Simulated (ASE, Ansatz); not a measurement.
# Structural relaxation of random fluorite-type (Zr, Ce, Hf, Sn, Ti)O2 solid solution (96 atoms)

How does random fluorite-type (Zr, Ce, Hf, Sn, Ti)O2 solid solution (96 atoms) relax, and what do bonds, charges and levels look like afterwards?

Program: Ansatz 0.2.0. Level of theory: Kohn-Sham DFT, revPBE, PAW (set soft_2), plane waves. Results are calculated unless marked as measured.

## (1) The structure

The cell holds 96 atoms: 7 Ti, 64 O, 8 Sn, 8 Ce, 5 Hf and 4 Zr. Its edges and angles: a = 10.200 Å, b = 10.200 Å, c = 10.200 Å, α = 90.0°, β = 90.0°, γ = 90.0°. It derives from ZrO2 and TiO2, CeO2, HfO2 and SnO2. Fluorite-type lattice (a = 5.1 Å, the mean of the end members), 2 x 2 x 2 cells, metal sites filled at random with 4 Zr, 8 Ce, 5 Hf, 8 Sn, 7 Ti; not relaxed, displaced by a Gaussian of 0.02 Å.

Before any run, some limits are plain. The host structure and its lattice constant were typed by rule, without a check against the phase diagram. The title names the fluorite type, whose metal atoms have 8 neighbours, but here they have 7.0 on average by the page's cutoffs, so the cell has left that structure. The main run has no spin polarisation, so moments on Ce can't form in it, and no Hubbard term. Sampling is at Γ alone, for a cell whose shortest periodic width is 10 Å. The levels lack spin–orbit coupling, which is large for the heavy elements here.

## (2) Single point at the start

A single point comes first, to see the forces before anything moves.

File input.yaml:

```yaml
crystal:
  lattice:
    - [10.2, 0.0, 0.0]
    - [0.0, 10.2, 0.0]
    - [0.0, 0.0, 10.2]
  atoms:
    - { symbol: Ti, position: [0.9996, 0.99965, 0.00083] }
    - { symbol: O, position: [0.12453, 0.12198, 0.12783] }
    - { symbol: O, position: [0.36932, 0.37174, 0.37422] }
    - { symbol: Sn, position: [0.0023, 0.24791, 0.25052] }
    [... 86 atom lines left out ...]
    - { symbol: Sn, position: [0.75028, 0.49693, 0.74984] }
    - { symbol: O, position: [0.87669, 0.62401, 0.8742] }
    - { symbol: O, position: [0.62403, 0.87508, 0.62524] }
    - { symbol: Hf, position: [0.75064, 0.74883, 0.50203] }
    - { symbol: O, position: [0.87378, 0.87352, 0.62589] }
    - { symbol: O, position: [0.62797, 0.62156, 0.87367] }
kpoints:
  mp_grid: { grid: [1, 1, 1] }
hamiltonian:
  xc: revpbe
scf:
  occupations: { method: fixed }
output:
  forces: true
  stress: true
  populations: true
  dos:
    method: { smearing: { sigma: 0.15 } }
    de: 0.1
    projected: { site_lists: { Ce: [Ce], Hf: [Hf], O: [O], Sn: [Sn], Ti: [Ti] } }
  eigenvalues: true
```

Launch:

```console
ansatz run input.yaml --threads 4 --pin off --max-ram 8192MiB --backend cpu --events-out ev --progress --plain --runs-dir out
```

It took 13 s on 4 threads of AMD EPYC 9R45, shared host; peak memory 2 GiB; 41 s of CPU time.

Numbers from this run:

```yaml
free_energy: -250308.7586 eV
free_energy_per_atom: -2607.3829 eV/atom
scf_cycles: 14
pressure: 13.77 GPa
r_m_s_force_component: 0.9729 eV/Å
longest_force: 3.224 eV/Å
fermi_energy: 12.52 eV
spacing_of_highest_filled_and_lowest_empty_level: 1.383 eV
spilling_of_the_projection: 0.003491
```

The r.m.s. force component of 0.97 eV/Å and the pressure of 14 GPa set the starting point.

Length of the force by element:

| element | coordination | atoms | mean length of the force (eV/Å) | spread | least | most |
| --- | --- | --- | --- | --- | --- | --- |
| Ce | all | 8 | 0.995 | 0.359 | 0.532 | 1.48 |
| Hf | all | 5 | 0.603 | 0.210 | 0.310 | 0.931 |
| O | all | 64 | 1.83 | 0.809 | 0.188 | 3.22 |
| Sn | all | 8 | 0.595 | 0.258 | 0.357 | 1.13 |
| Ti | all | 7 | 0.383 | 0.181 | 0.180 | 0.685 |
| Zr | all | 4 | 0.485 | 0.0972 | 0.349 | 0.598 |

## (3) Relaxation

With the cell held, the atoms are moved downhill towards a nearby minimum.

input.yaml, the sections that differ from step 2:

```yaml
output:
  forces: true
relax:
  f_tol: 0.05
  max_steps: 200
# crystal, kpoints, hamiltonian, scf: as in step 2
```

It took 2.8 min on 4 threads; peak memory 2 GiB; 9 min of CPU time.

Relaxation path (22 of 23):

```csv
step,energy less that of the first step (eV),largest force component (eV/Å)
1,0.0000,3.2157
2,-6.8812,0.7445
3,-7.7734,1.1214
4,-9.5738,1.2629
5,-12.1364,0.8464
6,-14.0971,0.6218
7,-15.1453,0.4939
8,-15.7537,0.3414
9,-16.2782,0.8227
10,-16.3380,0.6611
11,-16.6537,0.3929
13,-16.7872,0.1855
14,-16.7866,0.3720
15,-16.8393,0.0689
16,-16.8600,0.0996
17,-16.8631,0.0748
18,-16.8531,0.1638
19,-16.8750,0.0554
20,-16.8598,0.2000
21,-16.8773,0.1337
22,-16.8792,0.0409
23,-16.8792,0.0407
```

Relaxation steps 14, 18, 20 were tried and not accepted.

The atoms that moved most (Å):

```
atom      dx      dy      dz  length
 O33   0.470   0.008  -0.677   0.824
 O26  -0.396   0.003   0.704   0.808
 O35   0.458  -0.480  -0.460   0.807
 O30  -0.659  -0.250  -0.324   0.776
 O68   0.582   0.074   0.501   0.772
 O41  -0.441   0.392  -0.473   0.756
 O80   0.399   0.458   0.448   0.755
 O27  -0.374  -0.236  -0.611   0.755
```

The relaxation changed the energy by -176 meV/atom, and atoms moved by 0.43 Å r.m.s., 0.82 Å at most.

## (4) Distances and neighbours after relaxation

Bonds before and after, by the cutoffs listed below:

```
pair  bonds before  bonds after  mean before (Å)  mean after (Å)  spread before (Å)  spread after (Å)
O-Ce            64           64            2.211           2.309              0.030             0.102
O-Sn            64           50            2.205           2.096              0.028             0.116
O-Ti            56           43            2.209           1.994              0.028             0.130
O-Hf            40           37            2.211           2.156              0.032             0.082
O-Zr            32           31            2.210           2.184              0.025             0.115
```

Density 7.33 g/cm³, 11.05 Å³ an atom.

g(r), total and by pair (bins of 0.2 Å):

| r (Å) | total | O-O | O-Ce | O-Sn | O-Ti | O-Hf | O-Zr |
| --- | --- | --- | --- | --- | --- | --- | --- |
| 1.70 | 0.03 | 0.00 | 0.00 | 0.00 | 0.30 | 0.00 | 0.00 |
| 1.90 | 0.86 | 0.00 | 0.00 | 1.69 | 6.67 | 0.00 | 0.42 |
| 2.10 | 1.99 | 0.00 | 1.41 | 6.57 | 2.40 | 7.42 | 6.30 |
| 2.30 | 1.46 | 0.08 | 7.07 | 1.09 | 0.91 | 3.10 | 3.86 |
| 2.50 | 1.42 | 2.71 | 1.46 | 0.26 | 0.00 | 0.00 | 0.26 |
| 2.70 | 1.33 | 2.79 | 0.00 | 0.34 | 0.39 | 0.17 | 0.00 |
| 2.90 | 0.62 | 1.08 | 0.00 | 0.69 | 0.56 | 0.00 | 0.19 |
| 3.10 | 0.53 | 0.98 | 0.00 | 0.27 | 0.48 | 0.28 | 0.00 |
| 3.30 | 0.44 | 0.64 | 0.07 | 0.00 | 0.00 | 0.12 | 0.00 |
| 3.50 | 1.11 | 0.98 | 0.26 | 0.33 | 0.30 | 0.21 | 0.27 |
| 3.70 | 1.22 | 0.98 | 0.54 | 0.67 | 0.88 | 0.57 | 0.59 |
| 3.90 | 1.08 | 1.03 | 1.14 | 0.98 | 0.98 | 1.21 | 1.18 |
| 4.10 | 1.38 | 0.93 | 1.96 | 2.09 | 2.35 | 2.21 | 2.04 |
| 4.30 | 1.39 | 0.99 | 1.70 | 2.38 | 2.30 | 2.00 | 2.31 |
| 4.50 | 1.10 | 0.70 | 2.25 | 1.69 | 1.22 | 1.90 | 1.87 |
| 4.70 | 0.61 | 0.65 | 0.87 | 0.71 | 0.60 | 0.54 | 0.60 |
| 4.90 | 0.58 | 0.78 | 0.27 | 0.31 | 0.47 | 0.44 | 0.13 |
| 5.10 | 0.98 | 1.32 | 0.60 | 0.50 | 0.51 | 0.81 | 0.56 |
| 5.30 | 0.97 | 1.06 | 0.82 | 0.99 | 1.24 | 0.79 | 0.82 |
| 5.50 | 1.02 | 0.98 | 1.48 | 1.18 | 1.12 | 1.35 | 1.20 |
| 5.70 | 1.00 | 1.10 | 1.17 | 1.27 | 0.82 | 0.97 | 1.37 |
| 5.90 | 0.94 | 1.20 | 0.59 | 0.76 | 0.84 | 0.65 | 0.71 |
| 6.10 | 1.14 | 1.45 | 0.40 | 0.57 | 0.68 | 0.46 | 0.53 |
| 6.30 | 1.30 | 1.26 | 0.87 | 0.94 | 0.83 | 0.99 | 0.82 |
| 6.50 | 1.07 | 0.84 | 1.31 | 1.28 | 1.14 | 1.03 | 1.52 |
| 6.70 | 0.90 | 0.68 | 1.38 | 1.03 | 1.41 | 1.35 | 1.06 |
| 6.90 | 0.80 | 0.61 | 1.20 | 0.92 | 0.97 | 1.17 | 1.08 |
| 7.10 | 0.85 | 0.74 | 0.77 | 1.06 | 1.17 | 0.86 | 0.69 |

Bonds by pair of elements; cutoffs follow the first minimum of g(r), held within bounds set by covalent radii, and pairs that aren't listed don't count as bonded:

| pair A-B | cutoff (Å) | bonds | mean length (Å) | spread (Å) | shortest (Å) | B about A | A about B |
| --- | --- | --- | --- | --- | --- | --- | --- |
| O-Ce | 2.93 | 64 | 2.31 | 0.102 | 2.11 | 1 | 8 |
| O-Sn | 2.52 | 50 | 2.10 | 0.116 | 1.97 | 0.781 | 6.25 |
| O-Ti | 2.52 | 43 | 1.99 | 0.13 | 1.79 | 0.672 | 6.14 |
| O-Hf | 2.58 | 37 | 2.16 | 0.082 | 2.05 | 0.578 | 7.4 |
| O-Zr | 2.73 | 31 | 2.18 | 0.115 | 1.97 | 0.484 | 7.75 |

How many atoms have how many bonded neighbours:

```
element  mean  2   3   4  6  7  8
     Ce     8  0   0   0  0  0  8
     Hf   7.4  0   0   0  0  3  2
      O  3.52  1  29  34  0  0  0
     Sn  6.25  0   0   0  6  2  0
     Ti  6.14  0   0   0  6  1  0
     Zr  7.75  0   0   0  0  1  3
```

Bond angles, per cent of each kind in bins of 5°:

```
angle (°)  O-Ce-O  O-Sn-O  O-Hf-O  O-Ti-O  O-Zr-O
    60–65     2.7     0.0     0.8     0.0     0.0
    65–70    16.1     3.8     5.0     1.8    13.3
    70–75    16.1    14.4    21.8     9.9    19.0
    75–80     7.1    12.9    12.6    18.0     8.6
    80–85     0.4    10.6     5.0     9.0     1.9
    85–90     1.3     1.5     2.5     4.5     5.7
    90–95     1.8     4.5     3.4     5.4     5.7
   95–100     6.7     3.8     4.2     9.0     1.9
  100–105     5.8    12.1     4.2     8.1     3.8
  105–110     6.7     4.5     1.7     6.3     2.9
  110–115     5.8     4.5     5.9     2.7     3.8
  115–120     7.1     4.5     5.9     0.0     4.8
  120–125     5.4     3.0     5.0     2.7     5.7
  125–130     1.8     1.5     5.0     1.8     6.7
  130–135     0.9     2.3     1.7     4.5     1.9
  135–140     0.0     2.3     0.8     0.0     0.0
  140–145     0.0     0.0     0.8     0.9     0.0
  145–150     0.0     0.0     0.0     2.7     0.0
  150–155     0.4     1.5     4.2     1.8     4.8
  155–160     1.3     1.5     1.7     1.8     1.0
  160–165     2.7     0.8     3.4     0.9     6.7
  165–170     5.8     3.8     3.4     0.9     1.9
  170–175     3.6     5.3     0.8     3.6     0.0
  175–180     0.4     0.8     0.0     3.6     0.0
```

Bond angles (no mean is given where the spread exceeds 20°):

```
 angle  count  mean (°)  spread (°)
O-Ce-O    224         -           -
O-Sn-O    132         -           -
O-Hf-O    119         -           -
O-Ti-O    111         -           -
O-Zr-O    105         -           -
```

Bond length by coordination (bonds to H left out):

| element | coordination | atoms | mean bond length (Å) |
| --- | --- | --- | --- |
| Hf | 7 | 3 | 2.14 |
| Hf | 8 | 2 | 2.18 |
| O | 2 | 1 | 1.93 |
| O | 3 | 29 | 2.08 |
| O | 4 | 34 | 2.21 |
| Sn | 6 | 6 | 2.08 |
| Sn | 7 | 2 | 2.15 |
| Ti | 6 | 6 | 1.99 |
| Ti | 7 | 1 | 2.04 |
| Zr | 7 | 1 | 2.14 |
| Zr | 8 | 3 | 2.20 |

For some of the pairs, g(r) has its first main peak near 2.59 Å (O-O), 2.28 Å (O-Ce), 2.05 Å (O-Sn), 1.94 Å (O-Ti), 2.14 Å (O-Hf) and 2.14 Å (O-Zr). By these cutoffs all Ce atoms have 8, 60 % of Hf atoms have 7, 53 % of O atoms have 4 and 75 % of Sn atoms have 6 bonded neighbours.

## (5) Single point at the relaxed geometry

The electronic structure is read at the final geometry, in a run of its own.

File input.yaml:

```yaml
crystal:
  lattice:
    - [10.2, 0.0, 0.0]
    - [0.0, 10.2, 0.0]
    - [0.0, 0.0, 10.2]
  atoms:
    - { symbol: Ti, position: [0.00497, 0.97135, 0.99176] }
    - { symbol: O, position: [0.09821, 0.1045, 0.1086] }
    - { symbol: O, position: [0.35759, 0.37251, 0.38034] }
    - { symbol: Sn, position: [0.00696, 0.22682, 0.24957] }
    [... 86 atom lines left out ...]
    - { symbol: Sn, position: [0.76988, 0.5001, 0.76085] }
    - { symbol: O, position: [0.89216, 0.62348, 0.88349] }
    - { symbol: O, position: [0.6488, 0.91651, 0.60959] }
    - { symbol: Hf, position: [0.74417, 0.76782, 0.50098] }
    - { symbol: O, position: [0.89599, 0.88726, 0.61767] }
    - { symbol: O, position: [0.63546, 0.57408, 0.88411] }
kpoints:
  mp_grid: { grid: [1, 1, 1] }
hamiltonian:
  xc: revpbe
scf:
  occupations: { method: fixed }
output:
  forces: true
  stress: true
  populations: intrinsic
  dos:
    method: { smearing: { sigma: 0.08 } }
    de: 0.1
    projected: { site_lists: { Ce: [Ce], Hf: [Hf], O: [O], Sn: [Sn], Ti: [Ti] } }
  eigenvalues: true
  write_density: true
  write_potential: true
  volumetric_format: npy
```

Wall time 14 s (4 threads); peak memory 2 GiB.

The run gave:

| Quantity | Value |
| --- | --- |
| free energy | -250325.6378 eV |
| free energy per atom | -2607.5587 eV/atom |
| SCF cycles | 14 |
| pressure | 19.27 GPa |
| r.m.s. force component | 0.01139 eV/Å |
| longest force | 0.04984 eV/Å |
| Fermi energy | 12.17 eV |
| gap (highest filled to lowest empty level) | 1.846 eV |

Intrinsic-atomic-orbital charges by element and coordination:

| element | coordination | atoms | mean charge (e) | spread | least | most |
| --- | --- | --- | --- | --- | --- | --- |
| Ce | all | 8 | 0.813 | 0.0222 | 0.778 | 0.854 |
| Hf | all | 5 | 1.44 | 0.0243 | 1.41 | 1.48 |
| Hf | 7 | 3 | 1.45 | 0.0294 | 1.41 | 1.48 |
| Hf | 8 | 2 | 1.44 | 0.0131 | 1.43 | 1.45 |
| O | all | 64 | -0.670 | 0.0839 | -0.801 | -0.466 |
| O | 2 | 1 | -0.632 | 0 | -0.632 | -0.632 |
| O | 3 | 29 | -0.684 | 0.0815 | -0.801 | -0.513 |
| O | 4 | 34 | -0.659 | 0.0852 | -0.797 | -0.466 |
| Sn | all | 8 | 1.71 | 0.0106 | 1.70 | 1.73 |
| Sn | 6 | 6 | 1.72 | 0.0096 | 1.70 | 1.73 |
| Sn | 7 | 2 | 1.70 | 0.0029 | 1.70 | 1.70 |
| Ti | all | 7 | 1.37 | 0.0221 | 1.34 | 1.41 |
| Ti | 6 | 6 | 1.37 | 0.0233 | 1.34 | 1.41 |
| Ti | 7 | 1 | 1.38 | 0 | 1.38 | 1.38 |
| Zr | all | 4 | 1.47 | 0.0156 | 1.45 | 1.49 |
| Zr | 7 | 1 | 1.47 | 0 | 1.47 | 1.47 |
| Zr | 8 | 3 | 1.46 | 0.0179 | 1.45 | 1.49 |

States in the cell by windows of 1 eV, zero at the Fermi level; the larger projections on atomic orbitals stand beside the total:

```
from (eV)  to (eV)  total   O p  Ce f  Hf f   O s  Ce p
      -18      -17   29.8   0.5   0.0   0.0  18.1   4.6
      -17      -16   55.9   0.4   0.1   0.1  42.2   1.9
      -16      -15   14.2   0.2   0.0   0.0   9.9   2.0
      -15      -14   20.2   1.1   0.0   0.0   4.8  13.3
      -14      -13   23.4   1.1   0.0   0.0   7.3  13.8
      -13      -12    2.4   0.1   0.0   0.0   0.8   1.3
      -12      -11    0.0   0.0   0.0   0.0   0.0   0.0
      -11      -10   56.4   0.2   0.0  56.0   0.1   0.0
      -10       -9   13.6   0.1   0.0  13.5   0.0   0.0
       -9       -8    0.0   0.0   0.0   0.0   0.0   0.0
       -8       -7    3.3   1.8   0.0   0.0   0.2   0.0
       -7       -6   12.0   6.9   0.1   0.0   0.9   0.0
       -6       -5   10.1   6.9   0.0   0.0   0.2   0.0
       -5       -4   49.3  35.2   0.2   0.0   0.6   0.3
       -4       -3   73.8  55.5   0.7   0.0   0.9   0.4
       -3       -2   76.3  61.6   1.5   0.1   1.0   0.6
       -2       -1   80.1  68.2   2.3   0.1   0.6   1.0
       -1        0   76.4  68.2   2.8   0.0   0.3   0.7
        0        1    2.6   2.4   0.1   0.0   0.0   0.0
        1        2   15.4   0.5  14.6   0.0   0.0   0.0
        2        3   96.2   5.5  87.0   0.0   0.4   0.1
        3        4   34.0   4.9   1.5   0.0   0.6   0.0
        4        5   28.3   5.0   0.3   0.0   1.0   0.0
```

The curve was stored every 0.100 eV, coarse against its broadening of 0.08 eV, so these counts are rough.

With fixed occupations the program's Fermi level is the highest filled level; weight inside the gap is the broadening of levels at its edges.

Between -26 and -18 eV lie 134 more states.

The stored curve holds about 734 of the 854 electrons; the rest, give or take the few that broadening carries across the Fermi level, lie in deeper levels below its range.

Not all projections were asked for or kept, so they needn't add up to the total.

The levels nearest the highest filled one (over half full), pooled over k-points and spins:

```
level less the highest filled one (eV)  occupation
                                -0.180           2
                                -0.164           2
                                -0.105           2
                               -0.0968           2
                               -0.0643           2
                                     0           2
                                  1.85           0
                                  1.87           0
                                  1.88           0
                                  1.90           0
                                  1.91           0
                                  1.93           0
```

Mean intrinsic-atomic-orbital charges: Ce +0.81, Hf +1.44, O -0.67, Sn +1.71, Ti +1.37, Zr +1.47 e. The largest share in the top eV of filled states is O p (92 % of the projected weight), and in the lowest eV of empty states Ce f (93 % of the projected weight).

## (6) What came out

- energy change in the relaxation: -175.8 meV/atom
- r.m.s. displacement: 0.434 Å
- largest displacement: 0.824 Å
- free energy per atom: -2607.5587 eV/atom
- density: 7.334 g/cm³
- pressure: 19.27 GPa
- r.m.s. force component: 0.01139 eV/Å
- gap (highest filled to lowest empty level): 1.846 eV
- wall time of the 3 DFT runs: 3.2 min

What this shows: Relaxation lowers the energy by 176 meV/atom and moves atoms by 0.43 Å r.m.s.; the r.m.s. force component goes from 0.97 to 0.011 eV/Å, the pressure goes from 14 to 19 GPa, and the gap from 1.38 to 1.85 eV. By the final cutoffs 31 of 256 bonded pairs parted and 0 joined. From the first step to the last the energy fell by 16.879 eV, and the largest move was 0.82 Å (O33). The O-Ti bonds change most in mean length: from 2.209 Å (spread 0.028) to 1.994 Å (spread 0.130), and their number from 56 to 43. By these cutoffs all Ce atoms have 8, 60 % of Hf atoms have 7, 53 % of O atoms have 4 and 75 % of Sn atoms have 6 bonded neighbours. Between filled and empty levels lie 1.85 eV at Γ alone; the mesh holds the band edges only if they fold onto it, so the gap at this level can be narrower or closed.

What to keep in mind: The stress is far from hydrostatic: its diagonal is 23.6, 16.4, 17.9 GPa, compression counted positive. The title names the fluorite type, whose metal atoms have 8 neighbours, but here they have 7.0 on average by the page's cutoffs, so the cell has left that structure. The pressure of 19 GPa says that the cell would expand at this level of theory.

[Logs are printed without paths, hosts, clocks, repeated set-up lines and the standing remarks that a program may print on its own settings, such as how far it seeks lower states.]

[Hosts, paths, dates, database ids (printed as entryN), source tags and the programs' standing remarks are cut or masked in the printed files.]
